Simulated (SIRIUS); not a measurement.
# BN (P1) in SIRIUS: single point with PBE

Aim: the single point of BN with PBE.

All numbers are computed with SIRIUS 7.10.0; they aren't measurements. Logs are shortened: lines on timing, memory, paths and dates and some standing lists are left out, and cuts for length are marked. The log counts tension as positive stress, the text compression.

### Step 1. The cell of the first run

The typed cell holds 2 atoms: a = 3.669 Å, b = 3.669 Å, c = 3.669 Å, α = 39.87°, β = 39.87°, γ = 39.87°.

The cell is a database's computed one.

### Step 2. Single point, PBE (atoms moved at random, drawn with an rms of 0.05 Å)

The input, sirius.json:

```json
{
  "control": {
    "processing_unit": "cpu",
    "verbosity": 2,
    "num_bands_to_print": 10,
    "print_forces": true,
    "print_stress": true
  },
  "parameters": {
    "electronic_structure_method": "pseudopotential",
    "xc_functionals": ["XC_GGA_X_PBE", "XC_GGA_C_PBE"],
    "gk_cutoff": 9.2,
    "pw_cutoff": 18.4,
    "ngridk": [12, 12, 12],
    "shiftk": [0, 0, 0],
    "smearing": "fermi_dirac",
    "smearing_width": 0.0018374661,
    "num_bands": 10,
    "num_mag_dims": 0,
    "num_dft_iter": 100,
    "energy_tol": 1e-08,
    "density_tol": 1e-06
  },
  "iterative_solver": {
    "type": "davidson",
    "min_tolerance": 1e-09,
    "tolerance_scale": [0.1, 0.25]
  },
  "mixer": {
    "type": "anderson",
    "beta": 0.7,
    "max_history": 8
  },
  "settings": {
    "tol_ne": 1e-10,
    "pseudo_grid_cutoff": 6.5
  },
  "unit_cell": {
    "lattice_vectors": [
      [2.364277512754, 1.365016265095, 6.373922252329],
      [-2.364277512754, 1.365016265095, 6.373922252329],
      [0.0, -2.730032530189, 6.373922252329]
    ],
    "atom_coordinate_units": "lattice",
    "atom_types": ["B", "N"],
    "atom_files": {
      "B": "B.json",
      "N": "N.json"
    },
    "atoms": {
      "B": [
        [1.017879, 0.000742, 0.976456]
      ],
      "N": [
        [0.324592, 0.337106, 0.350626]
      ]
    }
  }
}
```

Potentials or basis: PseudoDojo 0.4.1 PBE standard (scalar relativistic).

Launch:

```
$ upf_to_json B.upf
$ upf_to_json N.upf
$ OMP_NUM_THREADS=1 sirius.scf --input=sirius.json --output=out.json --task=0
```

Output:

```text
[info] SIRIUS version : 7.10.0
[info] number of MPI ranks           : 1
[info] MPI grid                      : 1 1
[info] maximum number of OMP threads : 1
[fft] FFT context for density and potential
[fft] =====================================
[fft]   comm size                             : 1
[fft]   plane wave cutoff                     : 18.4
[fft]   grid size                             : 45 45 45   total : 91125
[fft]   grid limits                           : -22 22   -22 22   -22 22
[fft]   number of G-vectors within the cutoff : 6466
[fft]   local number of G-vectors             : 6466
[fft]   number of G-shells                    : 1262
[fft] FFT context for coarse grid
[fft] =====================================
[fft]   comm size                             : 1
[fft]   plane wave cutoff                     : 18.4
[fft]   grid size                             : 45 45 45   total : 91125
[fft]   grid limits                           : -22 22   -22 22   -22 22
[fft]   number of G-vectors within the cutoff : 6466
[fft]   local number of G-vectors             : 6466
[fft]   number of G-shells                    : 1262
[unit cell] lattice vectors
[unit cell]   a1 :       2.3642775128      1.3650162651      6.3739222523
[unit cell]   a2 :      -2.3642775128      1.3650162651      6.3739222523
[unit cell]   a3 :       0.0000000000     -2.7300325302      6.3739222523
[unit cell] reciprocal lattice vectors
[unit cell]   b1 :       1.3287749161      0.7671685517      0.3285881157
[unit cell]   b2 :      -1.3287749161      0.7671685517      0.3285881157
[unit cell]   b3 :      -0.0000000000     -1.5343371035      0.3285881157
[unit cell] unit cell volume :       123.42248606 [a.u.^3]
[unit cell] 1/sqrt(omega)    :         0.09001251
[unit cell] MT volume        :         0.00000000 ( 0.00%)
[unit cell] IT volume        :       123.42248606 (100.00%)
[unit cell] number of atom types : 2
[unit cell] type id : 0 symbol :  B mt_radius :  15.330000 num_atoms : 1
[unit cell] type id : 1 symbol :  N mt_radius :  10.570000 num_atoms : 1
[unit cell] total number of atoms : 2
[unit cell] number of symmetry classes : 2
[unit cell] number of PAW atoms : 0
[unit cell] atom id  type id  class id             position                      vector_field
[unit cell] ------------------------------------------------------------------------------------------
[unit cell]      0        0        0      1.01788   0.00074   0.97646      0.00000   0.00000   0.00000
[unit cell]      1        1        1      0.32459   0.33711   0.35063      0.00000   0.00000   0.00000
[unit cell] atom id         position (Cartesian, a.u.)
[unit cell] ---------------------------------------------
[unit cell]      0       2.404794   -1.275322   12.716466
[unit cell]      1      -0.029587   -0.053992    6.452474
[unit cell] class id : 0 atom id : 0
[unit cell] class id : 1 atom id : 1
[unit cell] minimum bond length:     2.589631
[unit cell] total number of pseudo wave-functions: 8
[sym] space group number   : 1
[sym] international symbol : P1
[sym] Hall symbol          : P 1
[sym] space group transformation matrix :
[sym]   0.0000 -1.0000 -0.0000
[sym]   0.0000  0.0000 -1.0000
[sym]   1.0000  1.0000  1.0000
[sym] space group origin shift :
[sym]   0.0000  0.0000  0.0000
[sym] number of space group operations  : 1
[sym] number of magnetic group operations : 1
[sym] metric tensor error: 0.0000e+00
[sym] rotation matrix error: 4.4409e-16
[sym] symmetry operations
[... list of symmetry operations ...]
[atom type] label          : B
[... 213 lines left out ...]
[find] | SCF iteration   4 out of 100|
[diagonalize] iterative solver tolerance (occupied, empty): 2.96065e-05 2.96065e-05
[... 47 lines left out ...]
[find] Free energy (E-TS)             :     -13.40120943 (Ha),     -26.80241887 (Ry)
[find] band gap (eV)                  :       3.69264778
[find] Efermi                         :       0.21941100
[find] iteration : 9, RMS : 3.002418051958e-07, energy difference : -1.153647843921e-09
[find] Hartree energy of density residual : 4.414358765038e-12
[find] | SCF iteration  10 out of 100|
[diagonalize] iterative solver tolerance (occupied, empty): 7.22816e-09 7.22816e-09
[diagonalize] average number of iterations: 2.48618
[find] Total energy                   :     -13.40120943 (Ha),     -26.80241887 (Ry)
[find] Free energy (E-TS)             :     -13.40120943 (Ha),     -26.80241887 (Ry)
[find] band gap (eV)                  :       3.69266361
[find] Efermi                         :       0.21941071
[find] iteration : 10, RMS : 1.100843748260e-07, energy difference : -1.899529422644e-10
[find] Hartree energy of density residual : 3.235811708221e-13
[find] bands are converged : true
[find] iterative solver converged : false
[find] +------------------------------+
[find] | SCF iteration  11 out of 100|
[find] +------------------------------+
[diagonalize] iterative solver tolerance (occupied, empty): 1.80704e-09 1.80704e-09
[diagonalize] average number of iterations: 2.54839
[diagonalize] Lowest band energies
[diagonalize] ik:    0   -0.485220    0.013384    0.085041    0.156096    0.356155    0.553027    0.646558    0.653249    0.716046    1.119305
[diagonalize] ik:    1   -0.480069    0.018659    0.076175    0.132855    0.366925    0.557962    0.637247    0.666876    0.727766    1.106807
[diagonalize] ik:    2   -0.464892    0.034124    0.048806    0.082133    0.394239    0.565674    0.596288    0.720075    0.761346    1.003864
[diagonalize] ik:    3   -0.440702   -0.009028    0.044758    0.059110    0.431305    0.535082    0.576471    0.787510    0.812614    0.919007
[diagonalize] ik:    4   -0.410066   -0.076616    0.021817    0.090124    0.450613    0.495979    0.586921    0.803343    0.877749    0.894306
[diagonalize] ...
[diagonalize] ik:  863   -0.404692   -0.074481    0.020219    0.048369    0.427288    0.540176    0.678076    0.803909    0.885656    0.905872
[diagonalize] ik:  864   -0.433641   -0.009283    0.005991    0.043672    0.481336    0.552015    0.673774    0.759157    0.800862    0.956696
[diagonalize] ik:  865   -0.456509   -0.029829    0.048728    0.082132    0.515119    0.559246    0.657803    0.722038    0.741537    0.996179
[diagonalize] ik:  866   -0.470843   -0.050993    0.075688    0.132849    0.531048    0.554987    0.626019    0.673547    0.754051    0.981586
[diagonalize] ik:  867   -0.475704   -0.058180    0.084604    0.155544    0.534999    0.549163    0.612576    0.657630    0.762884    0.970192
[find] Charges and magnetic moments
[find] --------------------------------------------------------------------------------
[find] total charge          : 8.000000
[find] Energy
[find] --------------------------------------------------------------------------------
[find] valence_eval_sum               :      -0.74896931
[find] <rho|V^{XC}>                   :      -4.91329492
[find] <rho|E^{XC}>                   :      -4.33951279
[find] <mag|B^{XC}>                   :       0.00000000
[find] <rho|V^{H}>                    :       8.45218343
[find] one-electron contribution      :      -4.28785781 (Ha),      -8.57571563 (Ry)
[find] hartree contribution           :       4.22609172
[find] xc contribution                :      -4.33951279
[find] ewald contribution             :      -8.99993044
[find] PAW contribution               :       0.00000000
[find] smearing (-TS)                 :      -0.00000000
[find] SCF correction                 :      -0.00000011
[find] Total energy                   :     -13.40120944 (Ha),     -26.80241887 (Ry)
[find] Free energy (E-TS)             :     -13.40120944 (Ha),     -26.80241887 (Ry)
[find] band gap (eV)                  :       3.69265343
[find] Efermi                         :       0.21941069
[find] iteration : 11, RMS : 2.402369093521e-08, energy difference : -3.872280274209e-11
[find] Hartree energy of density residual : 7.212014773726e-15
[find] bands are converged : true
[find] iterative solver converged : true
[find] converged after 12 SCF iterations!
[find] Charges and magnetic moments
[find] --------------------------------------------------------------------------------
[find] total charge          : 8.000000
[find] Energy
[find] --------------------------------------------------------------------------------
[find] valence_eval_sum               :      -0.74896931
[find] <rho|V^{XC}>                   :      -4.91329492
[find] <rho|E^{XC}>                   :      -4.33951279
[find] <mag|B^{XC}>                   :       0.00000000
[find] <rho|V^{H}>                    :       8.45218343
[find] one-electron contribution      :      -4.28785781 (Ha),      -8.57571563 (Ry)
[find] hartree contribution           :       4.22609172
[find] xc contribution                :      -4.33951279
[find] ewald contribution             :      -8.99993044
[find] PAW contribution               :       0.00000000
[find] smearing (-TS)                 :      -0.00000000
[find] SCF correction                 :      -0.00000011
[find] Total energy                   :     -13.40120944 (Ha),     -26.80241887 (Ry)
[find] Free energy (E-TS)             :     -13.40120944 (Ha),     -26.80241887 (Ry)
[find] band gap (eV)                  :       3.69265343
[find] Efermi                         :       0.21941069
[ground_state] === stress tensor components [kbar] ===
[ground_state] === stress_kin ===
[ground_state] -14634.084207  -84.407804   -3.041453
[ground_state]   -84.407804-14327.831945   -4.654280
[ground_state]    -3.041453   -4.654280-15770.528555
[ground_state] === stress_har ===
[ground_state] -7441.099215   75.059512   -0.983713
[ground_state]    75.059512-7733.979144   -3.455014
[ground_state]    -0.983713   -3.455014 5101.071700
[ground_state] === stress_ewald ===
[ground_state] -1082.645462  654.370191  -20.387304
[ground_state]   654.370191-3706.438309  -63.797472
[ground_state]   -20.387304  -63.79747226242.796873
[ground_state] === stress_vloc ===
[ground_state] 17751.546222 -609.867436   16.475592
[ground_state]  -609.86743620154.953485   49.601707
[ground_state]    16.475592   49.601707-21020.664771
[ground_state] === stress_xc ===
[ground_state]  1447.368643    3.111997   -0.067111
[ground_state]     3.111997 1435.013805   -0.201624
[ground_state]    -0.067111   -0.201624 1540.896661
[ground_state] === stress_core ===
[ground_state]  1604.654570   -2.305621    0.159373
[ground_state]    -2.305621 1614.645505    0.421551
[ground_state]     0.159373    0.421551 1579.671777
[ground_state] === stress_nonloc ===
[ground_state]  2372.184392   -1.674459    1.507152
[ground_state]    -1.674459 2392.409501    3.784557
[ground_state]     1.507152    3.784557 2306.360424
[ground_state] === stress_us_nl ===
[ground_state]  2372.184392   -1.674459    1.507152
[ground_state]    -1.674459 2392.409501    3.784557
[ground_state]     1.507152    3.784557 2306.360424
[ground_state] === stress_total ===
[ground_state]    17.924941   34.286379   -6.337463
[ground_state]    34.286379 -171.227103  -18.300573
[ground_state]    -6.337463  -18.300573  -20.395891
[ground_state] ==== total Forces in Ha/bohr =====
[ground_state] atom:    0, force:      -0.0229644     -0.0675001      0.0144409
[ground_state] atom:    1, force:       0.0229645      0.0675003     -0.0144411
[ground_state] ==== ultrasoft contribution from Qij =====
[ground_state] atom:    0, force:       0.0000000      0.0000000      0.0000000
[ground_state] atom:    1, force:       0.0000000      0.0000000      0.0000000
[ground_state] ==== non-local contribution from Beta-projector =====
[ground_state] atom:    0, force:      -0.0238375     -0.0694327     -0.0034538
[ground_state] atom:    1, force:       0.0073713      0.0200366     -0.0760887
[ground_state] ==== contribution from local potential =====
[ground_state] atom:    0, force:       0.0852685      0.2560006      0.2139606
[ground_state] atom:    1, force:      -0.0691155     -0.2074225     -0.1371366
[ground_state] ==== contribution from core density =====
[ground_state] atom:    0, force:       0.0013274      0.0039864      0.0008450
[ground_state] atom:    1, force:      -0.0010140     -0.0031681      0.0018734
[ground_state] ==== Ewald forces from ions =====
[ground_state] atom:    0, force:      -0.0857228     -0.2580544     -0.1969109
[ground_state] atom:    1, force:       0.0857228      0.2580544      0.1969109
[~DFT_ground_state] local op. applied: 257561
[~DFT_ground_state] evp. work count: 108697
[~DFT_ground_state] number of iterative solver steps: 28714
```

Run time: 8.4 min. Hardware: 1 thread of Arm Neoverse V1, shared host; peak memory 1.8 GiB.

What came out:

```yaml
Free_energy: -364.6655 eV
Pressure: 5.8 GPa
Largest_force: 3.741 eV/Å
Band_gap_on_the_k_mesh: 3.69 eV
```

Forces in eV/Å, atoms in the order of the input:
```
B   -1.181 -3.471  0.743
N    1.181  3.471 -0.743
```
